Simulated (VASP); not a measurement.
## Black phosphorene and its bilayer

What are the lattice, gap and band positions of black phosphorene, and what does a second sheet change?

Program: VASP 6.6.1. Level of theory: PBE with D3(BJ); plane waves and PAW (P). Results are calculated unless marked as measured.

Report form: the programs' logs are mostly left out.

### 1. The starting structure

The cell holds 4 atoms: 4 P. Cell: a = 4.620 Å, b = 3.300 Å, c = 22.000 Å, α = 90.0°, β = 90.0°, γ = 90.0°. Vacuum lies along c.

As a file:

```xyz
4
Lattice="4.6200 0.0000 0.0000 0.0000 3.3000 0.0000 0.0000 0.0000 22.0000" Properties=species:S:1:pos:R:3
P     0.4158    0.0000    9.9500
P     1.8942    1.6500    9.9500
P     2.7258    1.6500   12.0500
P     4.2042    0.0000   12.0500
```

### 2. Relaxing the monolayer

The sheet's cell relaxes in its plane with the atoms, while the vacuum is kept.

Contents of INCAR:

```
SYSTEM = P
PREC = Normal
ENCUT = 350
EDIFF = 1E-06
NELM = 120
ISMEAR = 0
SIGMA = 0.03
LREAL = .FALSE.
ALGO = Normal
GGA = PE
IVDW = 12
NBANDS = 16
LORBIT = 11
LWAVE = .FALSE.
LCHARG = .FALSE.
KPAR = 4
IBRION = 2
NSW = 50
ISIF = 3
EDIFFG = -0.015
POTIM = 0.4
IDIPOL = 3
LDIPOL = .TRUE.
DIPOL = 0.5 0.5 0.5
LATTICE_CONSTRAINTS = .TRUE. .TRUE. .FALSE.
```

Contents of POSCAR:

```
P
1.0
    4.6200000000      0.0000000000      0.0000000000
    0.0000000000      3.3000000000      0.0000000000
    0.0000000000      0.0000000000     22.0000000000
P
4
Direct
    0.0900000000      0.0000000000      0.4522727273
    0.4100000000      0.5000000000      0.4522727273
    0.5900000000      0.5000000000      0.5477272727
    0.9100000000      0.0000000000      0.5477272727
```

Contents of KPOINTS:

```
Automatic mesh
0
Gamma
7 9 1
0 0 0
```

PAW data sets: P (PBE family, release 64).

Command:

```console
mpirun -np 4 vasp_std
```

Elapsed: 31 s, on 4 MPI ranks of Intel Xeon 6975P-C (Granite Rapids), shared host; peak memory 0.89 GiB.

The gap is read on the k-mesh alone, so it is an upper bound where the band edges lie off the mesh. The run keeps the 8 symmetry operations of its start, so it cannot find a distortion of lower symmetry.

The steps of the relaxation:

```tsv
step	energy less that of the first step (eV)	largest force (eV/Å)	pressure (GPa)	volume (Å³)
1	0.0000	0.1224	-0.31	335.41
2	-0.0093	0.1616	0.00	330.00
3	-0.0095	0.1729	0.06	329.11
4	-0.0140	0.0742	0.03	327.90
5	-0.0151	0.1230	0.01	326.85
6	-0.0188	0.0920	0.01	325.21
7	-0.0224	0.0294	0.01	321.98
8	-0.0226	0.0140	0.02	321.14
```

```tsv
cell as run	before	after	change
a (Å)	4.620	4.435	-4.0 %
b (Å)	3.300	3.291	-0.3 %
```

The atoms that moved most (Å, along periodic axes as changes of fractional coordinates times the final cell, across vacuum about the mean position):

```tsv
atom	dx	dy	dz	length
P2	0.032	0.000	-0.009	0.034
P1	-0.032	0.000	-0.009	0.034
P3	-0.032	0.000	0.009	0.034
P4	0.032	0.000	0.009	0.034
```

The relaxed structure:

```
P
1.0
     4.43488    0.00000    0.00000
     0.00000    3.29150    0.00000
     0.00000    0.00000   22.00000
P
4
Direct
  0.08269 0.00000 0.45188
  0.41731 0.50000 0.45188
  0.58269 0.50000 0.54812
  0.91731 0.00000 0.54812
```

Numbers from this step:

```
electronic cycles              : 81
electrons                      : 20
free energy (TOTEN)            : -22.42 eV
Fermi energy                   : -2.128 eV
metallic                       : no
dipole moment                  : 0, 0, 0 e·Å
gap on the k-mesh              : 0.7449 eV
least direct gap on the k-mesh : 0.7449 eV
```

The run ended after 8 ionic steps, 0.023 eV below its first step, once forces and stress met EDIFFG = -0.015.

### 3. A second relaxation

The plane waves were chosen for the start cell, so the relaxation is repeated from its end.

Edit INCAR of step 2 so:

```diff
@@ -17,3 +17,3 @@
 IBRION = 2
-NSW = 50
+NSW = 30
 ISIF = 3
```

Contents of POSCAR:

```
P
1.0
    4.4348820646      0.0000000000      0.0000000000
    0.0000000000      3.2914999311      0.0000000000
    0.0000000000      0.0000000000     22.0000000000
P
4
Direct
    0.0826895819      0.0000000000      0.4518833794
    0.4173104181      0.5000000000      0.4518833794
    0.5826895819      0.5000000000      0.5481166206
    0.9173104181      0.0000000000      0.5481166206
```

KPOINTS is that of step 2.

Command:

```console
mpirun -np 4 vasp_std
```

Elapsed: 7.6 s, on 4 MPI ranks; peak memory 0.8 GiB; 25 s of CPU time.

Little changed from the start: no atom moved by 0.005 Å and no cell edge by 0.1 %.

This step gave:

- electronic cycles: 21
- Fermi energy: -2.126 eV
- gap on the k-mesh: 0.7448 eV
- least direct gap on the k-mesh: 0.7448 eV

The start already met the threshold, so nothing moved.

### 4. Vacuum level and density of states

A static run writes the electrostatic potential without exchange and correlation (LVHAR), which is flat in the vacuum and gives the level to count from. The dipole correction cancels the field that unlike faces would set up across the vacuum.

Contents of INCAR:

```
SYSTEM = P
PREC = Normal
ENCUT = 350
EDIFF = 1E-06
NELM = 120
ISMEAR = 0
SIGMA = 0.03
LREAL = .FALSE.
ALGO = Fast
GGA = PE
IVDW = 12
NBANDS = 16
LORBIT = 11
LWAVE = .FALSE.
LCHARG = .TRUE.
IDIPOL = 3
LDIPOL = .TRUE.
DIPOL = 0.5 0.5 0.5
LVHAR = .TRUE.
LVACPOTAV = .TRUE.
NEDOS = 1500
LELF = .TRUE.
```

POSCAR is that of step 3.

KPOINTS is that of step 3.

Contents of KPOINTS_OPT:

```
Line mode
14
Line-mode
Reciprocal
  0.00000000   0.00000000   0.00000000 GAMMA
 -0.50000000   0.00000000   0.00000000 X

 -0.50000000   0.00000000   0.00000000 X
 -0.50000000  -0.50000000   0.00000000 S

 -0.50000000  -0.50000000   0.00000000 S
  0.00000000  -0.50000000   0.00000000 Y

  0.00000000  -0.50000000   0.00000000 Y
  0.00000000   0.00000000   0.00000000 GAMMA

  0.00000000   0.00000000   0.00000000 GAMMA
 -0.50000000  -0.50000000   0.00000000 S
```

Command:

```console
mpirun -np 4 vasp_std
```

Wall time 17 s (4 MPI ranks); peak memory 0.61 GiB; 59 s of CPU time.

This step gave:

```
electronic cycles                                 : 20
Fermi energy                                      : -2.182 eV
least gap on mesh and path                        : 0.7428 eV
least direct gap on mesh and path                 : 0.7448 eV
vacuum levels                                     : 2.602, 2.602 eV
ionisation potentials of the upper and lower face : 4.910, 4.910 eV
electron affinities of the upper and lower face   : 4.167, 4.167 eV
```

The electronic bands at the labelled points (eV, zero at the valence-band top; v1 is the highest filled band, c1 the lowest empty one):

```tsv
point	v4	v3	v2	v1	c1	c2	c3	c4
Γ	-3.48	-1.88	-1.77	0.00	0.74	1.56	2.73	3.46
0.46 of the way	-3.26	-1.94	-1.33	-0.71	1.73	1.96	2.22	3.19
X	-2.58	-2.58	-1.05	-1.05	2.11	2.11	3.49	3.49
0.54 of the way	-2.97	-2.97	-1.57	-1.57	2.91	2.91	3.63	3.63
S	-4.88	-4.88	-1.31	-1.31	2.42	2.42	4.27	4.27
0.46 of the way	-3.90	-3.90	-1.41	-1.41	1.94	1.94	3.06	3.06
Y	-2.75	-2.75	-2.04	-2.04	1.30	1.30	1.95	1.95
0.54 of the way	-4.17	-3.00	-1.70	-0.38	1.35	1.40	3.55	3.87
Γ	-3.48	-1.88	-1.77	0.00	0.74	1.56	2.73	3.46
0.46 of the way	-3.51	-2.77	-1.53	-1.17	2.07	2.29	2.58	4.67
S	-4.88	-4.88	-1.31	-1.31	2.42	2.42	4.27	4.27
```

Zero at the Fermi level. The planar average of the electrostatic potential by height:

```tsv
height (Å)	planar average of the electrostatic potential (eV)
0	4.78
1	4.78
2	4.78
3	4.78
4	4.78
5	4.78
6	4.78
7	4.77
8	4.60
9	1.22
10	-18.1
11	-0.517
12	-18.1
13	1.22
14	4.60
15	4.77
16	4.78
17	4.78
18	4.78
19	4.78
20	4.78
21	4.78
```

ELF in the ca plane at fractional y = 0.000, with atoms of P within 0.2 Å of it. It is the smooth field of the valence electrons, not physical close to the nuclei.

Values, 7 rows by 16 columns, each cell a mean:
```
0.00 0.00 0.00 0.00 0.00 0.02 0.10 0.70 0.95 0.80 0.65 0.55 0.81 0.24 0.03 0.00
0.00 0.00 0.00 0.00 0.00 0.00 0.01 0.14 0.43 0.31 0.50 0.54 0.35 0.05 0.00 0.00
0.00 0.00 0.00 0.00 0.00 0.00 0.00 0.01 0.04 0.05 0.24 0.28 0.07 0.01 0.00 0.00
0.00 0.00 0.00 0.00 0.00 0.00 0.00 0.02 0.09 0.12 0.06 0.08 0.02 0.00 0.00 0.00
0.00 0.00 0.00 0.00 0.00 0.00 0.01 0.06 0.31 0.43 0.11 0.08 0.03 0.00 0.00 0.00
0.00 0.00 0.00 0.00 0.00 0.01 0.04 0.39 0.60 0.50 0.50 0.69 0.48 0.07 0.00 0.00
0.00 0.00 0.00 0.00 0.00 0.04 0.15 0.77 0.84 0.60 0.83 0.89 0.90 0.31 0.05 0.00
```
Columns run along c (16.0 Å, from fractional 0.05 to 0.78 of the cell), rows up along a (4.4 Å). Atoms in or near the plane, at fractional coordinates: P at (0.45, 0.08), P at (0.55, 0.92).

Valence density in the ca plane at fractional y = 0.000, with atoms of P within 0.2 Å of it. It is the smooth field of the valence electrons, not physical close to the nuclei.

Values in e/Å³, 7 rows by 16 columns, each cell a mean:
```
0.00 0.00 0.00 0.00 0.00 0.00 0.00 0.06 0.47 0.55 0.55 0.31 0.19 0.01 0.00 0.00
0.00 0.00 0.00 0.00 0.00 0.00 0.00 0.02 0.11 0.15 0.41 0.49 0.10 0.00 0.00 0.00
0.00 0.00 0.00 0.00 0.00 0.00 0.00 0.01 0.04 0.06 0.17 0.20 0.04 0.00 0.00 0.00
0.00 0.00 0.00 0.00 0.00 0.00 0.00 0.02 0.08 0.10 0.07 0.07 0.02 0.00 0.00 0.00
0.00 0.00 0.00 0.00 0.00 0.00 0.00 0.03 0.23 0.28 0.08 0.05 0.02 0.00 0.00 0.00
0.00 0.00 0.00 0.00 0.00 0.00 0.00 0.07 0.45 0.49 0.25 0.21 0.05 0.00 0.00 0.00
0.00 0.00 0.00 0.00 0.00 0.00 0.00 0.11 0.48 0.48 0.66 0.61 0.14 0.01 0.00 0.00
```
Columns run along c (16.0 Å, from fractional 0.05 to 0.78 of the cell), rows up along a (4.4 Å). Atoms in or near the plane, at fractional coordinates: P at (0.45, 0.08), P at (0.55, 0.92).

The vacuum level lies 4.91 eV above the highest filled level at the upper face; both faces agree, as the slab has next to no dipole.

The program found no field-free point at its default tolerance, but its printed level agrees with the flat part of the planar average.

### 5. The slab in a field, field -0.1

A field across the slab, with the atoms held, gives the electronic response: the dipole changes linearly with the field, and the energy has a linear term from the slab's own dipole and a quadratic one from its polarisability.

Contents of INCAR:

```
SYSTEM = P
PREC = Normal
ENCUT = 350
EDIFF = 1E-06
NELM = 120
ISMEAR = 0
SIGMA = 0.03
LREAL = .FALSE.
ALGO = Fast
GGA = PE
IVDW = 12
NBANDS = 16
LORBIT = 11
LWAVE = .FALSE.
LCHARG = .FALSE.
KPAR = 4
IDIPOL = 3
LDIPOL = .TRUE.
DIPOL = 0.5 0.5 0.5
EFIELD = -0.1
```

POSCAR is that of step 4.

KPOINTS is that of step 4.

Command:

```console
mpirun -np 4 vasp_std
```

The job ended after 7 s (4 MPI ranks; peak memory 0.78 GiB).

Numbers from this step:

| Property | Result |
| --- | --- |
| Fermi energy | -2.127 eV |
| dipole moment | 0, 0, -0.03691 e·Å |
| gap on the k-mesh | 0.7444 eV |
| least direct gap on the k-mesh | 0.7444 eV |

VASP counts the dipole in electrons times Å, so a positive number points the physical dipole along −c. A positive EFIELD is likewise a physical field along −c.

Energy at zero smearing: -22.42317 eV.

### 6. The slab in a field, field 0.1

Edit INCAR of step 5 so:

```diff
@@ -19,2 +19,2 @@
 DIPOL = 0.5 0.5 0.5
-EFIELD = -0.1
+EFIELD = 0.1
```

POSCAR is that of step 5.

KPOINTS is that of step 5.

Command:

```console
mpirun -np 4 vasp_std
```

It took 8.4 s on 4 MPI ranks; peak memory 0.78 GiB.

Numbers from this step:

| Item | Value |
| --- | --- |
| dipole moment | 0, 0, 0.03691 e·Å |

Energy at zero smearing: -22.42317 eV.

### 7. A rigid stacking, stacking same orientation, shift 0.00 0.00

System of this step: bilayer of black phosphorene. The cell holds 8 atoms: 8 P. Cell: a = 4.435 Å, b = 3.291 Å, c = 24.334 Å, α = 90.0°, β = 90.0°, γ = 90.0°. upper sheet same orientation, shifted by (0.00, 0.00). Vacuum lies along c.

Two rigid sheets are set at a typed distance in several high-symmetry stackings, to find where to start. The upper sheet is shifted or turned in the plane and never flipped over.

Edit INCAR of step 6 so:

```diff
@@ -3,3 +3,3 @@
 ENCUT = 350
-EDIFF = 1E-06
+EDIFF = 1E-05
 NELM = 120
@@ -11,3 +11,3 @@
 IVDW = 12
-NBANDS = 16
+NBANDS = 28
 LORBIT = 11
@@ -19,2 +19 @@
 DIPOL = 0.5 0.5 0.5
-EFIELD = 0.1
```

Contents of POSCAR:

```
P
1.0
    4.4348820646      0.0000000000      0.0000000000
    0.0000000000      3.2914999311      0.0000000000
    0.0000000000      0.0000000000     24.3342626128
P
8
Direct
    0.0826895800      0.0000000000      0.3493017300
    0.4173104200      0.5000000000      0.3493017300
    0.5826895800      0.5000000000      0.4363038000
    0.9173104200      0.0000000000      0.4363038000
    0.0826895800      0.0000000000      0.5636962000
    0.4173104200      0.5000000000      0.5636962000
    0.5826895800      0.5000000000      0.6506982700
    0.9173104200      0.0000000000      0.6506982700
```

KPOINTS is that of step 6.

Command:

```console
mpirun -np 4 vasp_std
```

It took 12 s on 4 MPI ranks; peak memory 0.93 GiB; 41 s of CPU time.

Numbers from this step:

```
electrons                      : 40
free energy (TOTEN)            : -45.17 eV
Fermi energy                   : 0.3803 eV
dipole moment                  : 0, 0, 0 e·Å
gap on the k-mesh              : 0.2014 eV
least direct gap on the k-mesh : 0.2163 eV
```

Force by atom:

```tsv
atom	x (eV/Å)	y (eV/Å)	z (eV/Å)	size
P1	0.061	0.000	-0.179	0.189
P2	-0.061	0.000	-0.179	0.189
P3	-0.145	0.000	0.017	0.146
P4	0.145	0.000	0.017	0.146
P5	-0.145	0.000	-0.017	0.146
P6	0.145	0.000	-0.017	0.146
P7	0.061	0.000	0.179	0.189
P8	-0.061	0.000	0.179	0.189
```

Energy at zero smearing: -45.16881 eV.

### 8. A rigid stacking, stacking same orientation, shift 0.50 0.00

INCAR is that of step 7.

Contents of POSCAR:

```
P
1.0
    4.4348820646      0.0000000000      0.0000000000
    0.0000000000      3.2914999311      0.0000000000
    0.0000000000      0.0000000000     24.3342626128
P
8
Direct
    0.0826895800      0.0000000000      0.3493017300
    0.4173104200      0.5000000000      0.3493017300
    0.5826895800      0.5000000000      0.4363038000
    0.9173104200      0.0000000000      0.4363038000
    0.5826895800      0.0000000000      0.5636962000
    0.9173104200      0.5000000000      0.5636962000
    0.0826895800      0.5000000000      0.6506982700
    0.4173104200      0.0000000000      0.6506982700
```

KPOINTS is that of step 7.

Command:

```console
mpirun -np 4 vasp_std
```

The job ended after 12 s (4 MPI ranks; peak memory 0.92 GiB).

The gap is under twice the smearing width, so the edge states are partly filled and the run can't tell a small gap from a semimetal.

Energy at zero smearing: -45.23287 eV.

### 9. A rigid stacking, stacking same orientation, shift 0.00 0.50

INCAR is that of step 8.

Contents of POSCAR:

```
P
1.0
    4.4348820646      0.0000000000      0.0000000000
    0.0000000000      3.2914999311      0.0000000000
    0.0000000000      0.0000000000     24.3342626128
P
8
Direct
    0.0826895800      0.0000000000      0.3493017300
    0.4173104200      0.5000000000      0.3493017300
    0.5826895800      0.5000000000      0.4363038000
    0.9173104200      0.0000000000      0.4363038000
    0.0826895800      0.5000000000      0.5636962000
    0.4173104200      0.0000000000      0.5636962000
    0.5826895800      0.0000000000      0.6506982700
    0.9173104200      0.5000000000      0.6506982700
```

KPOINTS is that of step 8.

Command:

```console
mpirun -np 4 vasp_std
```

Run time: 12 s. Hardware: 4 MPI ranks; peak memory 0.9 GiB; 40 s of CPU time.

Energy at zero smearing: -45.32083 eV.

### 10. A rigid stacking, stacking same orientation, shift 0.50 0.50

INCAR is that of step 9.

Contents of POSCAR:

```
P
1.0
    4.4348820646      0.0000000000      0.0000000000
    0.0000000000      3.2914999311      0.0000000000
    0.0000000000      0.0000000000     24.3342626128
P
8
Direct
    0.0826895800      0.0000000000      0.3493017300
    0.4173104200      0.5000000000      0.3493017300
    0.5826895800      0.5000000000      0.4363038000
    0.9173104200      0.0000000000      0.4363038000
    0.5826895800      0.5000000000      0.5636962000
    0.9173104200      0.0000000000      0.5636962000
    0.0826895800      0.0000000000      0.6506982700
    0.4173104200      0.5000000000      0.6506982700
```

KPOINTS is that of step 9.

Command:

```console
mpirun -np 4 vasp_std
```

Elapsed: 9.4 s, on 4 MPI ranks; peak memory 0.9 GiB.

Energy at zero smearing: -44.99314 eV.

### 11. Relaxing the bilayer

The lowest stacking relaxes at the monolayer's lattice.

Edit INCAR of step 10 so:

```diff
@@ -3,3 +3,3 @@
 ENCUT = 350
-EDIFF = 1E-05
+EDIFF = 1E-06
 NELM = 120
@@ -16,2 +16,8 @@
 KPAR = 4
+IBRION = 2
+NSW = 50
+ISIF = 2
+EDIFFG = -0.015
+POTIM = 0.4
+MAXMIX = 40
 IDIPOL = 3
```

Contents of POSCAR:

```
P
1.0
    4.4348820646      0.0000000000      0.0000000000
    0.0000000000      3.2914999311      0.0000000000
    0.0000000000      0.0000000000     24.3342626128
P
8
Direct
    0.0826895800      0.0000000000      0.3493017300
    0.4173104200      0.5000000000      0.3493017300
    0.5826895800      0.5000000000      0.4363038000
    0.9173104200      0.0000000000      0.4363038000
    0.0826895800      0.5000000000      0.5636962000
    0.4173104200      0.0000000000      0.5636962000
    0.5826895800      0.0000000000      0.6506982700
    0.9173104200      0.5000000000      0.6506982700
```

KPOINTS is that of step 10.

Command:

```console
mpirun -np 4 vasp_std
```

Wall time 78 s (4 MPI ranks); peak memory 0.97 GiB; 4.6 min of CPU time.

Step by step:

```tsv
step	energy less that of the first step (eV)	largest force (eV/Å)
1	0.0000	0.1160
2	-0.0017	0.0598
3	-0.0021	0.0461
4	-0.0021	0.0352
5	-0.0024	0.0318
6	-0.0026	0.0549
7	-0.0028	0.0541
8	-0.0035	0.0489
9	-0.0046	0.0410
10	-0.0064	0.0249
11	-0.0079	0.0209
12	-0.0079	0.0215
13	-0.0079	0.0213
14	-0.0077	0.0594
15	-0.0080	0.0031
```

The atoms that moved most (Å):

```tsv
atom	dx	dy	dz	length
P4	0.003	0.000	0.061	0.061
P3	-0.003	0.000	0.061	0.061
P6	0.003	0.000	-0.061	0.061
P5	-0.003	0.000	-0.061	0.061
P7	0.000	0.000	-0.053	0.053
P8	0.000	0.000	-0.053	0.053
P1	0.000	0.000	0.053	0.053
P2	0.000	0.000	0.053	0.053
```

Final coordinates:

```
P
1.0
     4.43488    0.00000    0.00000
     0.00000    3.29150    0.00000
     0.00000    0.00000   24.33426
P
8
Cartesian
  0.3663 0.0000 8.5534
  1.8512 1.6457 8.5534
  2.5808 1.6457 10.6783
  4.0716 0.0000 10.6783
  0.3633 1.6457 13.6560
  1.8541 0.0000 13.6560
  2.5837 0.0000 15.7809
  4.0686 1.6457 15.7809
```

This step gave:

```
electronic cycles              : 139
free energy (TOTEN)            : -45.33 eV
Fermi energy                   : 0.3866 eV
gap on the k-mesh              : 0.2785 eV
least direct gap on the k-mesh : 0.2930 eV
```

The run ended after 15 ionic steps, 0.008 eV below its first step, once the forces on the free atoms met EDIFFG = -0.015.

[end of part 1 of 2]

[Lines on the potential files, build, host, timing and source positions are cut from VASP's logs without a mark.]

[Logs are printed without paths, hosts, clocks, repeated set-up lines and the standing remarks that a program may print on its own settings, such as how far it seeks lower states.]

[Hosts, paths, dates, database ids (printed as entryN), source tags and the programs' standing remarks are cut or masked in the printed files.]

[Runs that stopped without an error message from VASP are left out.]
